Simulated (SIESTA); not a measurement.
The system is CaF2 (Fluorite).

```
CELL_PARAMETERS angstrom
0.00000 2.73100 2.73100
2.73100 0.00000 2.73100
2.73100 2.73100 0.00000
ATOMIC_POSITIONS crystal
Ca 0.00000 0.00000 0.00000
F 0.75000 0.75000 0.75000
F 0.25000 0.25000 0.25000
```

Base run:

- Program: SIESTA 5.4.2
- Functional: PBE
- Potentials or basis: PseudoDojo 0.4 standard (PBE files)
- Basis: DZP (energy shift 0.003 Ry; two zetas on semicore shells; d shell added on Ca)
- Grid cutoff: 800 Ry
- Energy shift: 0.003 Ry
- k mesh: 8 × 8 × 8
- Occupations: fermi-dirac, width 0.05 eV
- Spin: no spin polarisation

Its results: band gap on the k mesh 7.32 eV, indirect (least direct gap 7.57 eV); pressure 2.3 GPa.

**Question.** After a change of settings the same cell gave: band gap on the k mesh 7.37 eV, indirect (least direct gap 7.63 eV); pressure -0.1 GPa. Which change was it?
A. functional from PBE to vdW-DF-cx
B. functional from PBE to VV10
C. basis from DZP (energy shift 0.003 Ry; two zetas on semicore shells; d shell added on Ca) to TZDP (energy shift 0.003 Ry; two zetas on semicore shells; d shell added on Ca)
D. functional from PBE to vdW-DF

**Answer.** A.

Caveats: the basis of atomic orbitals isn't converged, which shifts pressures, moduli and gaps; the potentials were made for another functional, which shifts forces and pressure (some runs).
